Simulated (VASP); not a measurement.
# TiO2 (P4_2/mnm) in VASP: further runs, part 2 of 4

VASP 6.6.1. Earlier steps stand in the parts before.

**3. Band structure, PBE**

Input file INCAR:

```
PREC = Accurate ; ENCUT = 500
EDIFF = 1E-6 ; ISMEAR = -1
SIGMA = 0.05 ; LREAL = False
LASPH = True ; NELM = 60
ALGO = Normal ; ISIF = 2
LWAVE = False ; LCHARG = False
LMAXMIX = 4 ; GGA = PE
NBANDS = 25
```

Input file KPOINTS:

```
regular mesh
0
Gamma
  6 6 9
```

Input file POSCAR:

```
TiO2
1.0
    4.5998373239      0.0000000000      0.0000000000
    0.0000000000      4.5998373239      0.0000000000
    0.0000000000      0.0000000000      2.9592135600
Ti O
2 4
Direct
    0.0000000000      0.0000000000      0.5000000000
    0.5000000000      0.5000000000      0.0000000000
    0.3043213200      0.3043213200      0.5000000000
    0.1956786800      0.8043213200      0.0000000000
    0.8043213200      0.1956786800      0.0000000000
    0.6956786800      0.6956786800      0.5000000000
```

Input file KPOINTS_OPT:

```
path GXMGZRAZ,XR,MA
15
line-mode
reciprocal
 0.0000000000  0.0000000000  0.0000000000  G
 0.0000000000  0.5000000000  0.0000000000  X

 0.0000000000  0.5000000000  0.0000000000  X
 0.5000000000  0.5000000000  0.0000000000  M

 0.5000000000  0.5000000000  0.0000000000  M
 0.0000000000  0.0000000000  0.0000000000  G

 0.0000000000  0.0000000000  0.0000000000  G
 0.0000000000  0.0000000000  0.5000000000  Z

 0.0000000000  0.0000000000  0.5000000000  Z
 0.0000000000  0.5000000000  0.5000000000  R

 0.0000000000  0.5000000000  0.5000000000  R
 0.5000000000  0.5000000000  0.5000000000  A

 0.5000000000  0.5000000000  0.5000000000  A
 0.0000000000  0.0000000000  0.5000000000  Z

 0.0000000000  0.5000000000  0.0000000000  X
 0.0000000000  0.5000000000  0.5000000000  R

 0.5000000000  0.5000000000  0.0000000000  M
 0.5000000000  0.5000000000  0.5000000000  A
```

Potentials or basis: VASP PAW PBE potentials, release 64 (Ti, O).

Run with:

```
$ cat potpaw_PBE.64/Ti/POTCAR potpaw_PBE.64/O/POTCAR > POTCAR
$ mpirun -np 1 vasp_std > vasp.out
```

OUTCAR:

```text
PREC = Accurate
   ENCUT = 500
   EDIFF = 1E-6
   ISMEAR = -1
   LREAL = False
   LASPH = True
   NELM = 60
   ISIF = 2
   GGA = PE

 ion  position               nearest neighbor table
   1  0.000  0.000  0.500-   4 1.95   5 1.95   4 1.95   5 1.95   3 1.98   6 1.98
   2  0.500  0.500  0.000-   3 1.95   6 1.95   3 1.95   6 1.95   5 1.98   4 1.98
   3  0.304  0.304  0.500-   2 1.95   2 1.95   1 1.98
   4  0.196  0.804  0.000-   1 1.95   1 1.95   2 1.98
   5  0.804  0.196  0.000-   1 1.95   1 1.95   2 1.98
   6  0.696  0.696  0.500-   2 1.95   2 1.95   1 1.98

  LATTYP: Found a simple tetragonal cell.
 ALAT       =     4.5998373239
 C/A-ratio  =     0.6433300466

  Lattice vectors:

 A1 = (   4.5998373239,   0.0000000000,   0.0000000000)
 A2 = (   0.0000000000,   4.5998373239,   0.0000000000)
 A3 = (   0.0000000000,   0.0000000000,   2.9592135600)

Analysis of symmetry for initial positions (statically):
=====================================================================
 Subroutine PRICEL returns:
 Original cell was already a primitive cell.

 Routine SETGRP: Setting up the symmetry group for a
 simple tetragonal supercell.

 Subroutine GETGRP returns: Found 16 space group operations
 (whereof  8 operations were pure point group operations)
 out of a pool of 16 trial point group operations.

The static configuration has the point symmetry D_2h.
 The point group associated with its full space group is D_4h.

Analysis of symmetry for dynamics (positions and initial velocities):
=====================================================================
 Subroutine PRICEL returns:
 Original cell was already a primitive cell.

 Routine SETGRP: Setting up the symmetry group for a
 simple tetragonal supercell.

 Subroutine GETGRP returns: Found 16 space group operations
 (whereof  8 operations were pure point group operations)
 out of a pool of 16 trial point group operations.

The dynamic configuration has the point symmetry D_2h.
 The point group associated with its full space group is D_4h.

 Subroutine INISYM returns: Found 16 space group operations
 (whereof  8 operations are pure point group operations),
 and found     1 'primitive' translations

----------------------------------------------------------------------------------------

                                     Primitive cell

  volume of cell :      62.6125

  direct lattice vectors                    reciprocal lattice vectors
     4.599837324  0.000000000  0.000000000     0.217398993  0.000000000  0.000000000
     0.000000000  4.599837324  0.000000000     0.000000000  0.217398993  0.000000000
     0.000000000  0.000000000  2.959213560     0.000000000  0.000000000  0.337927622

  length of vectors
     4.599837324  4.599837324  2.959213560     0.217398993  0.217398993  0.337927622

  position of ions in fractional coordinates (direct lattice)
     0.000000000  0.000000000  0.500000000
     0.500000000  0.500000000  0.000000000
     0.304321320  0.304321320  0.500000000
     0.195678680  0.804321320  0.000000000
     0.804321320  0.195678680  0.000000000
     0.695678680  0.695678680  0.500000000

  ion indices of the primitive-cell ions
   primitive index   ion index
                 1           1
                 2           2
                 3           3
                 4           4
                 5           5
                 6           6
[... 32 lines left out ...]
  0.500000  0.000000  0.000000      2.000000
  0.166667  0.166667  0.000000      4.000000
  0.333333  0.166667  0.000000      8.000000
[... 16 lines left out ...]
  0.333333  0.000000  0.222222      8.000000
  0.500000  0.000000  0.222222      4.000000
 [... further k-points ...]
   k-points           NKPTS =     50   k-points in BZ     NKDIM =     50   number of bands    NBANDS=     25
   number of dos      NEDOS =    301   number of ions     NIONS =      6
   total plane-waves  NPLWV =  31104
   dimension x,y,z NGX =    36 NGY =   36 NGZ =   24
   dimension x,y,z NGXF=    72 NGYF=   72 NGZF=   48
   ions per type =               2   4
   NGX,Y,Z   is equivalent  to a cutoff of  13.01, 13.01, 13.48 a.u.
   NGXF,Y,Z  is equivalent  to a cutoff of  26.02, 26.02, 26.97 a.u.
 SYSTEM =  unknown system
   PREC   = accura    normal or accurate (medium, high low for compatibility)
   ISTART =      0    job   : 0-new  1-cont  2-samecut
   ICHARG =      2    charge: 1-file 2-atom 10-const
   ISPIN  =      1    spin polarized calculation?
   LNONCOLLINEAR =      F non collinear calculations
   LSORBIT =      F    spin-orbit coupling
   LASPH  =      T    aspherical Exc in radial PAW
   ENCUT  =  500.0 eV  36.75 Ry    6.06 a.u.   8.39  8.39  5.40*2*pi/ulx,y,z
   NELM   =     60;   NELMIN=  2; NELMDL= -5     # of ELM steps
   EDIFF  = 0.1E-05   stopping-criterion for ELM
   LREAL  =      F    real-space projection
   EDIFFG = 0.1E-04   stopping-criterion for IOM
   NSW    =      0    number of steps for IOM
   IBRION =     -1    ionic relax: 0-MD 1-quasi-New 2-CG
   NFREE  =      0    steps in history (QN), initial steepest desc. (CG)
   ISIF   =      2    stress and relaxation
   ISYM   =      2    0-nonsym 1-usesym 2-fastsym
   POTIM  = 0.5000    time-step for ionic-motion
   TEBEG  =    0.0;   TEEND  =   0.0 temperature during run
   PSTRESS=    0.0 pullay stress
   NELECT =      32.0000    total number of electrons
   NUPDOWN=      -1.0000    fix difference up-down
   EMIN   =  10.00;   EMAX   =-10.00  energy-range for DOS
   EFERMI =   0.00;   METHOD = LEGACY
   ISMEAR =    -1;   SIGMA  =   0.05  broadening in eV -4-tet -1-fermi 0-gaus
   EFERMI_NEDOS =   21; number of points for ismear=-14 and -15
   IALGO  =     38    algorithm
   IMIX   =      4    mixing-type and parameters
     AMIX     =   0.40;   BMIX     =  1.00
     AMIX_MAG =   1.60;   BMIX_MAG =  1.00
  volume/ion in A,a.u.               =      10.44        70.42
  Fermi-wavevector in a.u.,A,eV,Ry     =   1.308894  2.473451 23.309541  1.713203
  Thomas-Fermi vector in A             =   2.439530
   LORBIT       =      0    0 simple, 1 ext, 2 COOP (PROOUT), +10 PAW based schemes
   GGA     = PE    functional components
   LHFCALC =     F    Hartree Fock is set to
   AEXX    =    0.0000 exact exchange contribution
   IVDW    =     0    specifies the selected vdW correction
   LEPSILON=     F    determine dielectric tensor
   LRPA    =     F    only Hartree local field effects (RPA)
 non-spin polarized calculation
  energy-cutoff  :      500.00
  volume of cell :       62.61
 maximum number of plane-waves:      1616
 NGX is ok and might be reduce to    36
   NGX = 17   NGY = 17   NGZ = 11

 number of electron      32.0000013 magnetization

 Free energy of the ion-electron system (eV)
  ---------------------------------------------------
  ext. energy  EPLUGINS =         0.00000000
  ---------------------------------------------------
  free energy    TOTEN  =       -52.77767622 eV

  energy without entropy =      -52.77767622  energy(sigma->0) =      -52.77767622

 E-fermi :   2.6879     XC(G=0): -11.1701

 val. band max:        1.8600756578   @ k =   0.0000   0.0000   0.0000
 cond. band min:       3.5560291596   @ k =   0.0000   0.0000   0.0000
 fundamental gap:      1.6959535018
 Fermi energy:         2.6878998643

 k-point     1 :       0.0000    0.0000    0.0000
  band No.  band energies     occupation
      1     -16.3524      2.00000
      2     -15.1603      2.00000
      3     -14.5811      2.00000
      4     -14.5811      2.00000
      5      -3.8893      2.00000
      6      -3.4816      2.00000
[... 661 lines left out ...]
     24       6.8541      0.00000
     25       8.2004      0.00000

 [... further k-points ...]

------------------------ aborting loop because EDIFF is reached ----------------------------------------

  FORCE on cell =-STRESS in cart. coord.  units (eV):
  Direction    XX          YY          ZZ          XY          YZ          ZX
  --------------------------------------------------------------------------------------
  -------------------------------------------------------------------------------------
  Total        2.8279416      2.8279416      2.5700793     -0.0000000      0.0000000      0.0000000
  in kB       72.3635337     72.3635337     65.7651562     -0.0000000      0.0000000      0.0000000
  external PRESSURE =      70.1640745 kB  Pullay stress =       0.0000000 kB

 VOLUME and BASIS-vectors are now :
 -----------------------------------------------------------------------------
  energy-cutoff  :      500.00
  volume of cell :       62.61
      direct lattice vectors                 reciprocal lattice vectors
     4.599837324  0.000000000  0.000000000     0.217398993  0.000000000  0.000000000
     0.000000000  4.599837324  0.000000000     0.000000000  0.217398993  0.000000000
     0.000000000  0.000000000  2.959213560     0.000000000  0.000000000  0.337927622

 POSITION                                       TOTAL-FORCE (eV/Angst)
 -----------------------------------------------------------------------------------
      0.00000      0.00000      1.47961         0.000000      0.000000      0.000000
      2.29992      2.29992      0.00000         0.000000      0.000000      0.000000
      1.39983      1.39983      1.47961        -0.071322     -0.071322     -0.000000
      0.90009      3.69975      0.00000         0.071322     -0.071322      0.000000
      3.69975      0.90009      0.00000        -0.071322      0.071322      0.000000
      3.20001      3.20001      1.47961         0.071322      0.071322      0.000000
 -----------------------------------------------------------------------------------
    total drift:                                0.000000      0.000000      0.000000

  FREE ENERGIE OF THE ION-ELECTRON SYSTEM (eV)
  ---------------------------------------------------
  free  energy   TOTEN  =       -52.7776762250 eV

  energy  without entropy=      -52.7776762228  energy(sigma->0) =      -52.77767622
```

It took 3.2 min on 1 thread of Intel Xeon Platinum 8488C (Sapphire Rapids), shared host; peak memory 0.25 GiB.

Results:

* Free energy: -52.7777 eV
* Pressure: 7.0 GPa
* Largest force: 0.101 eV/Å
* Band gap on the k mesh: 1.70 eV, direct
* Band gap along the path: 1.70 eV, direct

Forces in eV/Å, atoms in the order of the input:
```
Ti   0.000  0.000  0.000
Ti   0.000  0.000  0.000
O   -0.071 -0.071  0.000
O    0.071 -0.071  0.000
O   -0.071  0.071  0.000
O    0.071  0.071  0.000
```

Levels at the corners of the path, in eV from the valence-band top:
```tsv
point	band 13	band 14	band 15	band 16	band 17	band 18	band 19	band 20
Γ	-0.64	-0.38	-0.38	0.00	1.70	2.00	2.22	2.30
X	-1.62	-1.62	-0.72	-0.72	2.37	2.37	2.83	2.83
X	-1.62	-1.62	-0.72	-0.72	2.37	2.37	2.83	2.83
M	-1.27	-1.27	-1.02	-1.02	1.73	1.73	2.32	2.32
M	-1.27	-1.27	-1.02	-1.02	1.73	1.73	2.32	2.32
Γ	-0.64	-0.38	-0.38	0.00	1.70	2.00	2.22	2.30
Γ	-0.64	-0.38	-0.38	0.00	1.70	2.00	2.22	2.30
Z	-2.34	-2.34	-1.43	-1.43	2.81	2.81	2.97	2.97
Z	-2.34	-2.34	-1.43	-1.43	2.81	2.81	2.97	2.97
R	-2.04	-2.04	-0.99	-0.99	1.75	1.75	2.98	2.98
R	-2.04	-2.04	-0.99	-0.99	1.75	1.75	2.98	2.98
A	-1.27	-1.27	-0.66	-0.66	2.44	2.44	3.01	3.01
A	-1.27	-1.27	-0.66	-0.66	2.44	2.44	3.01	3.01
Z	-2.34	-2.34	-1.43	-1.43	2.81	2.81	2.97	2.97
X	-1.62	-1.62	-0.72	-0.72	2.37	2.37	2.83	2.83
R	-2.04	-2.04	-0.99	-0.99	1.75	1.75	2.98	2.98
M	-1.27	-1.27	-1.02	-1.02	1.73	1.73	2.32	2.32
A	-1.27	-1.27	-0.66	-0.66	2.44	2.44	3.01	3.01
```

(Continued in part 3 of 4.)
